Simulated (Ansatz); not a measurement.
**Nb2NOS MXene bilayer (AA) in a perpendicular field**

What dipole does a perpendicular field induce in the Nb2NOS MXene bilayer (AA)? A positive field points along +c.

Program: Ansatz 0.2.0. Level of theory: plane-wave DFT, r2SCAN-D4, Ansatz PAW. Results are calculated unless marked as measured.

### Step 1. Set-up

The cell holds 10 atoms: 2 S, 4 Nb, 2 N and 2 O. Its edges and angles: a = 3.079 Å, b = 3.079 Å, c = 58.567 Å, α = 90.0°, β = 90.0°, γ = 120.0°. Regions: layer 1: Nb2NOS MXene, 5 atoms (1 S, 2 Nb, 1 N and 1 O); layer 2: Nb2NOS MXene, 5 atoms (1 S, 2 Nb, 1 N and 1 O). Vacuum lies along c.

### Step 2. Relaxing the slab

The starting cell is a guess, so the in-plane lattice and the atoms are relaxed first, with the slab cut off from its images along the normal.

input.yaml reads:

```yaml
crystal:
  lattice:
    - [3.079076, 0.0, 0.0]
    - [-1.539538, 2.6665580362, 0.0]
    - [0.0, 0.0, 58.567143025]
  atoms:
    - { symbol: S, position: [0.3333333333, 0.6666666667, 0.3824670087] }
    - { symbol: Nb, position: [0.6666666667, 0.3333333333, 0.4131080517], spin: 1.0 }
    - { symbol: "N", position: [0.0, 0.0, 0.4338521292] }
    - { symbol: Nb, position: [0.3333333333, 0.6666666667, 0.4545962067], spin: 1.0 }
    - { symbol: O, position: [0.6666666667, 0.3333333333, 0.4748152305] }
    - { symbol: S, position: [0.3333333333, 0.6666666667, 0.5251847695] }
    - { symbol: Nb, position: [0.6666666667, 0.3333333333, 0.5558258125], spin: -1.0 }
    - { symbol: "N", position: [0.0, 0.0, 0.5765698901] }
    - { symbol: Nb, position: [0.3333333333, 0.6666666667, 0.5973139676], spin: -1.0 }
    - { symbol: O, position: [0.6666666667, 0.3333333333, 0.6175329913] }
  periodic: [true, true, false]
magnetization:
  spin_polarized: true
kpoints:
  mp_grid: { grid: [12, 12, 1] }
hamiltonian:
  xc: r2scan
  dispersion: d4
scf:
  occupations: { method: fermi_dirac, width: 0.05 }
  convergence: { dr2_threshold: 1.0e-09 }
relax:
  f_tol: 0.004
  max_steps: 90
  cell: {}
output:
  write_potential: true
  write_density: true
  volumetric_format: npy
```

On the command line:

```sh
> ansatz run input.yaml --threads 4 --pin off --max-ram 12288MiB --backend cpu --events-out ev --progress --plain --runs-dir out
```

Numbers of over 12 decimals in the logs are rounded to 6 here.

The log of the run:

```text
Warning: relax.cell: scf.convergence.dr2_threshold = 1e-9 eV is looser than the 1.77029662232e-10 eV advised for a relaxation that steers and ends on the stress (1e-10 eV for each atom of the cell: 10, times the square of relax.cell.stress_2d_tol = 0.05 N/m over 23.8 Å (the atoms' height at the walk's start and 5 Å past either face), 2.104e-2 GPa, over a crystal's default 0.05). What an SCF threshold leaves in a stress goes as its square root, and in the free energy as the threshold itself, and one threshold admits the most on a small cell: [figures from the program's tests cut] Set scf.convergence.dr2_threshold to 1.77029662232e-10 eV or tighter. [rest of the remark cut]
Engine: ansatz 0.2.0, x86_64-unknown-linux-gnu
Pseudopotentials: kind: paw
Pseudopotential: S, paw, valence charge 6, recommended cutoff 500 eV (meta_gga), S.paw.azcp
Pseudopotential: Nb, paw, valence charge 13, recommended cutoff 500 eV (meta_gga), Nb.paw.azcp
Pseudopotential: N, paw, valence charge 5, recommended cutoff 500 eV (meta_gga), N.paw.azcp
Pseudopotential: O, paw, valence charge 6, recommended cutoff 500 eV (meta_gga), O.paw.azcp
Functional definition: r2SCAN
  parameter k0 = 0.174
  parameter k1 = 0.065
  parameter a1 = 4.9479
  exchange = r2scan_x(k0 = k0, k1 = k1, a1 = a1)
  correlation = r2scan_c
Crystal: 10 atoms, lattice volume = 480.868 Å³
Basis set: ecut = 500 eV, 12321 PW (Γ), exchange–correlation on 96×96×1728 points (64 copies of the dense FFT grid, shifted against one another)
Bands: 55, of which v1, the nominal top of the filled ones, is band 43 counted from 1 (42 counted from 0)
Symmetry: 6 space group operations
Space group: P3m1 (ITA 156), of the structure as read, at distance tolerance 7.8e-5 Å
Magnetic group: BNS 156.49 (UNI 1279), of the structure as read, at distance tolerance 7.8e-5 Å
k-points: 19 of 144 (time reversal used)
Non-local potential: S, projectors of the file, l = 0: 2, l = 1: 2, l = 2: 2
Non-local potential: Nb, projectors of the file, l = 0: 3, l = 1: 2, l = 2: 2, l = 3: 1
Non-local potential: N, projectors of the file, l = 0: 2, l = 1: 2, l = 2: 1
Non-local potential: O, projectors of the file, l = 0: 2, l = 1: 2, l = 2: 1
PAW form: soft (Blöchl's): semilocal exchange-correlation on the pseudo side does not see the compensation charge
PAW frozen core: S, regenerated for the run's functional (the file was generated under x = pbe(κ = 0.804, μ = 0.219515), c = pbe(β = 0.066725))
PAW frozen core: Nb, regenerated for the run's functional (the file was generated under x = pbe(κ = 0.804, μ = 0.219515), c = pbe(β = 0.066725))
PAW frozen core: N, regenerated for the run's functional (the file was generated under x = pbe(κ = 0.804, μ = 0.219515), c = pbe(β = 0.066725))
PAW frozen core: O, regenerated for the run's functional (the file was generated under x = pbe(κ = 0.804, μ = 0.219515), c = pbe(β = 0.066725))
PAW one-centre angular grid: S, 302 points (default); XC on 160 Gauss nodes
PAW one-centre angular grid: Nb, 590 points (default); XC on 160 Gauss nodes
PAW one-centre angular grid: N, 302 points (default); XC on 160 Gauss nodes
PAW one-centre angular grid: O, 302 points (default); XC on 160 Gauss nodes
Initial density: superposition of atomic densities (neutral atoms: chi_scale 0, normalization atom)
Starting moments: Σ|m| = 4 μB on 4 of 10 sites
Starting magnetic order: compensated ferrimagnet; no operation exchanges its spin sublattices
Initial wavefunctions: pseudopotential atomic-orbital guess
Functional: x = r2scan, c = r2scan; τ floored in thin density (d = 2e-4 eV/Å³)
SCF iter   1: F=—  HF=-21990.916759 eV  |F-HF|=—  |Δ(HF+E_count)|=         —  Δρ=4.27e-2 (↑4.27e-2 ↓4.27e-2)  dr2=4.49e1  dr2_τ=9.11e-1  dr2_m=2.71e-1  M=0.001 μB ∫|m|=1.860 μB  β_m=0.30  ethr=3.10e-3  ⟨swp⟩=12.2  Hψ=14581  notcnv=0  defer=52
Mixer restart at iter 1: flushing history
preconditioner: auto → LDOS  [metal: Δε(μ)=0.041 eV  Ē_g=10.901 eV  σ=0.050 eV  W_gap=0.20  n_scr=38 (ndim 8)  ℏωp=12.4 eV  f_vac=0.707  D(μ)=3.79/eV (n_scr^D=22)]
spin=Collinear: LDOS preconditioning applied to the charge; magnetization (m = ρ↑ − ρ↓) channel mixes plain (no charge-response kernel on spin).
SCF iter   2: F=—  HF=-21984.870400 eV  |F-HF|=—  |Δ(HF+E_count)|=    6.05e0  Δρ=2.49e-2 (↑2.49e-2 ↓2.49e-2)  dr2=1.58e1  dr2_τ=1.04e-1  dr2_m=1.73e-1  M=0.001 μB ∫|m|=1.602 μB  β_m=0.30  ethr=3.10e-3  ⟨swp⟩=4.9  Hψ=6418  notcnv=0  defer=73  κ⁻¹=1.0e0(r=1)
SCF iter   3: F=—  HF=-21982.960402 eV  |F-HF|=—  |Δ(HF+E_count)|=    1.91e0  Δρ=8.57e-3 (↑8.55e-3 ↓8.57e-3)  dr2=6.88e-1  dr2_τ=1.76e-2  dr2_m=6.24e-2  M=0.014 μB ∫|m|=1.126 μB  β_m=0.30  ethr=3.10e-3  ⟨swp⟩=4.4  Hψ=6021  notcnv=0  defer=72  κ⁻¹=5.8e-2(r=2)
SCF iter   4: F=—  HF=-21983.162604 eV  |F-HF|=—  |Δ(HF+E_count)|=   2.02e-1  Δρ=5.77e-3 (↑5.77e-3 ↓5.75e-3)  dr2=2.59e-1  dr2_τ=4.37e-3  dr2_m=3.57e-2  M=0.018 μB ∫|m|=0.939 μB  β_m=0.30  ethr=8.00e-4  ⟨swp⟩=3.2  Hψ=4317  notcnv=0  defer=68  κ⁻¹=4.2e-3(r=3)
SCF iter   5: F=—  HF=-21983.441574 eV  |F-HF|=—  |Δ(HF+E_count)|=         —  Δρ=2.52e-3 (↑2.50e-3 ↓2.52e-3)  dr2=3.88e-2  dr2_τ=9.31e-4  dr2_m=1.91e-2  M=-0.008 μB ∫|m|=0.376 μB  β_m=0.30  ethr=3.01e-4  ⟨swp⟩=3.9  Hψ=5241  notcnv=0  defer=68  κ⁻¹=4.2e-3(r=3)
SCF iter   6: F=—  HF=-21983.444691 eV  |F-HF|=—  |Δ(HF+E_count)|=   3.12e-3  Δρ=1.86e-3 (↑1.84e-3 ↓1.86e-3)  dr2=1.18e-2  dr2_τ=2.12e-4  dr2_m=1.23e-2  M=-0.007 μB ∫|m|=0.318 μB  β_m=0.30  ethr=4.51e-5  ⟨swp⟩=2.6  Hψ=3710  notcnv=0  defer=69  κ⁻¹=3.5e-4(r=4)
SCF iter   7: F=—  HF=-21983.458970 eV  |F-HF|=—  |Δ(HF+E_count)|=   1.43e-2  Δρ=7.79e-4 (↑7.78e-4 ↓7.79e-4)  dr2=1.09e-3  dr2_τ=5.27e-5  dr2_m=2.46e-3  M=-0.004 μB ∫|m|=0.163 μB  β_m=0.55  ethr=1.37e-5  ⟨swp⟩=3.4  Hψ=4980  notcnv=0  defer=69  κ⁻¹=4.6e-5(r=5)
SCF iter   8: F=—  HF=-21983.462033 eV  |F-HF|=—  |Δ(HF+E_count)|=   3.06e-3  Δρ=4.14e-4 (↑4.14e-4 ↓4.13e-4)  dr2=2.77e-4  dr2_τ=1.74e-5  dr2_m=6.23e-4  M=-0.002 μB ∫|m|=0.081 μB  β_m=0.40  ethr=1.27e-6  ⟨swp⟩=3.8  Hψ=5334  notcnv=0  defer=68  κ⁻¹=1.6e-5(r=6)
SCF iter   9: F=—  HF=-21983.462824 eV  |F-HF|=—  |Δ(HF+E_count)|=   7.91e-4  Δρ=1.25e-4 (↑1.25e-4 ↓1.24e-4)  dr2=3.46e-5  dr2_τ=1.19e-6  dr2_m=6.33e-5  M=-0.000 μB ∫|m|=0.023 μB  β_m=0.30  ethr=3.22e-7  ⟨swp⟩=3.8  Hψ=5130  notcnv=0  defer=70  κ⁻¹=2.9e-6(r=7)
SCF iter  10: F=—  HF=-21983.462792 eV  |F-HF|=—  |Δ(HF+E_count)|=   3.21e-5  Δρ=4.95e-5 (↑4.81e-5 ↓4.95e-5)  dr2=1.18e-5  dr2_τ=2.09e-7  dr2_m=9.32e-6  M=0.000 μB ∫|m|=0.008 μB  β_m=0.30  ethr=4.02e-8  ⟨swp⟩=3.9  Hψ=5313  notcnv=0  defer=71  κ⁻¹=4.7e-7(r=8)
[...]
SCF iter   2: F=—  HF=-21984.486919 eV  |F-HF|=—  |Δ(HF+E_count)|=   9.86e-4  Δρ=5.26e-5 (↑5.26e-5 ↓5.26e-5)  dr2=4.34e-6  dr2_τ=1.17e-5  dr2_m=2.63e-12  M=0.000 μB ∫|m|=0.000 μB  β_m=0.30  ethr=1.04e-8  ⟨swp⟩=4.6  Hψ=5515  notcnv=0  κ⁻¹=1.0e0(r=1)
SCF iter   3: F=—  HF=-21984.487359 eV  |F-HF|=—  |Δ(HF+E_count)|=   4.39e-4  Δρ=2.69e-5 (↑2.69e-5 ↓2.69e-5)  dr2=1.10e-6  dr2_τ=1.82e-6  dr2_m=3.39e-13  M=0.000 μB ∫|m|=0.000 μB  β_m=0.30  ethr=5.05e-9  ⟨swp⟩=3.9  Hψ=4762  notcnv=0  κ⁻¹=2.7e-1(r=2)
SCF iter   4: F=—  HF=-21984.487590 eV  |F-HF|=—  |Δ(HF+E_count)|=   2.32e-4  Δρ=6.14e-6 (↑6.14e-6 ↓6.14e-6)  dr2=1.09e-7  dr2_τ=6.11e-8  dr2_m=4.54e-13  M=0.000 μB ∫|m|=0.000 μB  β_m=0.30  ethr=1.28e-9  ⟨swp⟩=4.3  Hψ=5624  notcnv=0  κ⁻¹=1.6e-2(r=3)
SCF iter   5: F=—  HF=-21984.487611 eV  |F-HF|=—  |Δ(HF+E_count)|=   2.14e-5  Δρ=1.48e-6 (↑1.48e-6 ↓1.48e-6)  dr2=2.14e-8  dr2_τ=2.50e-9  dr2_m=3.61e-13  M=0.000 μB ∫|m|=0.000 μB  β_m=0.30  ethr=1.27e-10  ⟨swp⟩=4.5  Hψ=5394  notcnv=0  κ⁻¹=1.2e-3(r=4)
SCF iter   6: F=—  HF=-21984.487613 eV  |F-HF|=—  |Δ(HF+E_count)|=   1.39e-6  Δρ=5.41e-7 (↑5.41e-7 ↓5.41e-7)  dr2=3.33e-9  dr2_τ=1.40e-10  dr2_m=1.69e-13  M=0.000 μB ∫|m|=0.000 μB  β_m=0.31  ethr=2.48e-11  ⟨swp⟩=3.8  Hψ=4632  notcnv=0  κ⁻¹=8.9e-5(r=5)
SCF iter   7: F=—  HF=-21984.487613 eV  |F-HF|=—  |Δ(HF+E_count)|=   3.35e-8  Δρ=2.21e-7 (↑2.21e-7 ↓2.21e-7)  dr2=5.26e-10  dr2_τ=3.18e-11  dr2_m=5.45e-14  M=-0.000 μB ∫|m|=0.000 μB  β_m=0.30  ethr=3.87e-12  ⟨swp⟩=3.2  Hψ=4002  notcnv=0  κ⁻¹=1.1e-5(r=6)
SCF iter   8: F=-21984.487613 eV  HF=-21984.487613 eV  |F-HF|=2.51e-9  |Δ(HF+E_count)|=   3.81e-9  Δρ=6.30e-8 (↑6.29e-8 ↓6.30e-8)  dr2=5.95e-11  dr2_τ=1.25e-12  dr2_m=1.34e-14  M=0.000 μB ∫|m|=0.000 μB  ethr=1.00e-12  ⟨swp⟩=14.2  Hψ=18534  notcnv=0
the starting moments were not kept: the SCF closed with an absolute magnetisation of 3.6e-7 μB, where they sum to 4 μB in size (4 sites). That is at most 0.1 of that sum. Measured as dr2_m measures the in/out step, that magnetisation stands 6.6e-15 eV from none, at or under the dr2_threshold of 1.0e-9 eV: it is no larger than a step whose dr2_m would equal this threshold.
SCF 8 converged in 8 iterations: F = -21984.487613 eV  dr2 = 5.95e-11
relax step   8: F+E_penalty+E_count = -21984.48761290 eV  Δ(F+E_penalty+E_count) = -5.231e-3 eV  max|allowed force component| = 9.303e-4 eV/Å  Δτ_max = 0.0000 Å  P = +0.010 N/m  Ω = 519.093 Å³  fix = [c, alpha, beta]  reactions: c +0.000 N/m  stress off target by 1.04e-2 N/m on what of the cell is left free  SCF on the basis re-selected at this cell (its energy is not comparable with the rows above)  (8 SCF iters)
basis re-selected at this cell: Δ(F+E_penalty+E_count) = -5.231e-3 eV, ΔP = +0.010 N/m vs the last step (what re-selecting the basis moved, of the pressure what is left beyond the Pulay correction that the steps carried, after the strain that the cell walked since its last selection, with what the two solves' SCF thresholds leave and, on support functions, any second-order correction that the steps lacked; it is no m [...]
WARN: The output density's exchange-correlation potential varies sharply where the density is thin. Do not read a vacuum level from v_tot or v_xc, or from such a field of the output density. On a cell that repeats whose density bears no net charge and no dipole along the vacuum's axis use v_es (v_loc + v_h of the components); under efield.dipole_correction with no amplitude use v_es + v_field, which holds any externa [...]
SCF converged after 8 iterations
Stability not checked: this state was not tested for a lower state beside it, because the mixer in use, unlike msr1, does not test its closes by its own steps (another_mixer; see scf.mixing.algorithm and scf.lower_state_search)
Magnetization: 0.0000 μB (43.0000 up, 43.0000 down)
Absolute magnetization: 0.0000 μB (∫|ρ↑−ρ↓|, with the PAW one-centre terms)
Spin contamination: 0.0000 ħ² per cell (⟨S²⟩ above its minimum at these occupations)
Per-site moments (μB) at R_I (Å): [(1.8037660477432723e-9, 1.013873), (-1.781177270043801e-8, 0.917974), (2.277543169182631e-8, 0.890230), (-2.92388715151998e-8, 0.868286), (7.189896618660726e-9, 0.868286), (-3.9959851252791455e-8, 1.013385), (4.7022376640221e-8, 0.917797), (-1.4725972179814831e-8, 0.889826), (2.247985090600953e-8, 0.870040), (2.957751798555151e-9, 0.870040)]
Free energy (F): -21984.487613 eV
Harris-Foulkes:  -21984.487613 eV  (|F-HF|=2.51e-9)
Internal energy: -21984.467547 eV  (E = F + TS)
E sigma→0 (E₀):  -21984.477580 eV
Entropy (-TS):   -0.020066 eV (-2.007 meV/atom)
Fermi energy:    -5.457769 eV
--- Per-component energies (eV) ---
  E_band       = -2143.542571
  E_kinetic    = 2409.161255
  E_local      = -740857.477414  (includes V_loc(G=0)·N_el)
  E_nonlocal   = 711.006108
  E_hartree    = 368787.032471
  E_xc         = -1132.798883
  E_vxc        = -1521.245865  (∫ρ·V_xc dr)
  E_paw        = -14153.660739  (= ΣΔE_a)
  E_vpaw       = -550.148281  (= ΣTr[D̂ρ^β])
  E_aug_tail   = 0.002068  (compensation charges beyond the density's cutoff)
  E_vtau       = 91.094024  (kinetic-family band-sum trace: ∫τ·v_τ [+ j·A + Jᵃ·Aᵃ] dr)
  E_ewald      = 362254.366915
  E_disp       = -0.987060  (pairwise vdW)
  E_core_change = -1.112267  (= ΣΔE_core)
  E_smearing   = -0.020066  (= −TS)
  E_closure    = 0.000000  (closes the sum)
  Σ components = -21984.487613   (vs F -21984.487613, Δ=0.00e0)
--- Forces (eV/Å), atoms counted from 1 ---
  atom   1  S      0.00000000     0.00000000    -0.00092944
  atom   2  Nb     0.00000000    -0.00000000     0.00072840
  atom   3  N      0.00000000     0.00000000     0.00065758
  atom   4  Nb     0.00000000    -0.00000000    -0.00031177
  atom   5  O     -0.00000000    -0.00000000     0.00006734
  atom   6  S      0.00000000     0.00000000     0.00005799
  atom   7  Nb    -0.00000000    -0.00000000    -0.00045752
  atom   8  N      0.00000000     0.00000000    -0.00011197
  atom   9  Nb     0.00000000    -0.00000000     0.00044808
  atom  10  O     -0.00000000    -0.00000000    -0.00014014
  max |Σ_I F_I| component: 8.55e-6 eV/Å
--- 2D stress c σ (N/m, compression-positive) ---
        0.010393       0.000000      -0.000000
        0.000000       0.010393      -0.000000
       -0.000000      -0.000000       0.000000
  P = ½ c Tr σ = 0.0104 N/m
--- Band table (eV; the first three rows and the last of 38) ---
  k-point 0 ↑: bands = [... 39 lower, -7.0511, -6.7195, -6.7195, -6.6996, -6.6996, -6.0056, -5.9528, -4.3912, ... 8 higher]
  k-point 1 ↑: bands = [... 39 lower, -7.4102, -6.6002, -6.5564, -6.2535, -6.2243, -5.8174, -5.7519, -4.4864, ... 8 higher]
  k-point 2 ↑: bands = [... 39 lower, -7.6717, -6.9847, -6.8682, -5.7457, -5.7139, -5.3660, -5.2924, -4.4149, ... 8 higher]
  k-point 18 ↓: bands = [... 39 lower, -9.2260, -5.9954, -5.8183, -5.2926, -5.2670, -4.8632, -4.8219, -3.7011, ... 8 higher]
  the weakly bound empty levels are not read free of the cell's end (no_gap_told)
--- Relaxed structure (7 steps of the walk, 7 accepted, 1 SCFs on fresh bases) ---
  F+E_penalty+E_count = -21984.48761290 eV   max|allowed force component| = 9.303e-4 eV/Å   (the final SCF, on the basis selected at the relaxed cell)
  cell:  # Å, volume = 519.0934 Å³
    - [3.199119, 0.0, 0]
    - [-1.599560, 2.770518, 0]
    - [0, 0, 58.567143025]
  atoms:
    - { symbol: S, position: [0.333333, 0.666667, 0.390301] }
    - { symbol: Nb, position: [0.666667, 0.333333, 0.417989] }
    - { symbol: N, position: [0, 0, 0.439185] }
    - { symbol: Nb, position: [0.333333, 0.666667, 0.458244] }
    - { symbol: O, position: [0.666667, 0.333333, 0.475483] }
    - { symbol: S, position: [0.333333, 0.666667, 0.524088] }
    - { symbol: Nb, position: [0.666667, 0.333333, 0.551746] }
    - { symbol: N, position: [0, 0, 0.572928] }
    - { symbol: Nb, position: [0.333333, 0.666667, 0.591956] }
    - { symbol: O, position: [0.666667, 0.333333, 0.609345] }
```

Elapsed: 11 min, on 4 threads of Intel Xeon Platinum 8259CL at 2.50GHz (Skylake/Cascade Lake), shared host; peak memory 2.6 GiB.

Relaxation path:

```
step  energy less that of the first step (eV)  largest force component (eV/Å)  volume (Å³)
   1                                   0.0000                          1.9319       480.87
   2                                  -0.9507                          0.5389       511.52
   3                                  -1.0059                          0.2101       518.88
   4                                  -1.0160                          0.1520       520.73
   5                                  -1.0194                          0.0379       519.44
   6                                  -1.0196                          0.0150       519.15
   7                                  -1.0196                          0.0008       519.09
  8*                                  -1.0248                          0.0009       519.09
```

Relaxation steps marked * repeat the geometry before them on a plane-wave basis chosen anew for their cell, so energy and pressure can jump there.

The run keeps the 6 symmetry operations that it works with, so distortions that break them were not tested.

```
cell as run  before  after  change
      a (Å)   3.079  3.199  +3.9 %
      b (Å)   3.079  3.199  +3.9 %
```

The atoms that moved most (Å, along periodic axes as changes of fractional coordinates times the final cell, across vacuum about the mean position):

```
atom     dx     dy      dz  length
 O10  0.000  0.000  -0.480   0.480
  S1  0.000  0.000   0.459   0.459
 Nb9  0.000  0.000  -0.314   0.314
  N3  0.000  0.000   0.312   0.312
 Nb2  0.000  0.000   0.286   0.286
 Nb7  0.000  0.000  -0.239   0.239
 Nb4  0.000  0.000   0.214   0.214
  N8  0.000  0.000  -0.213   0.213
```

This step gave:

* energy at zero smearing: -21984.4776 eV

The lattice constant a goes from 3.079 to 3.199 Å.

[end of part 1 of 3]

[Logs are printed without paths, hosts, clocks, repeated set-up lines and the standing remarks that a program may print on its own settings, such as how far it seeks lower states.]

[Hosts, paths, dates, database ids (printed as entryN), source tags and the programs' standing remarks are cut or masked in the printed files.]

[Maps of the electrostatic potential energy from Ansatz leave out the sawtooth potential of an applied field or a dipole correction, so their vacuum need not be flat; planar profiles and work functions include it.]
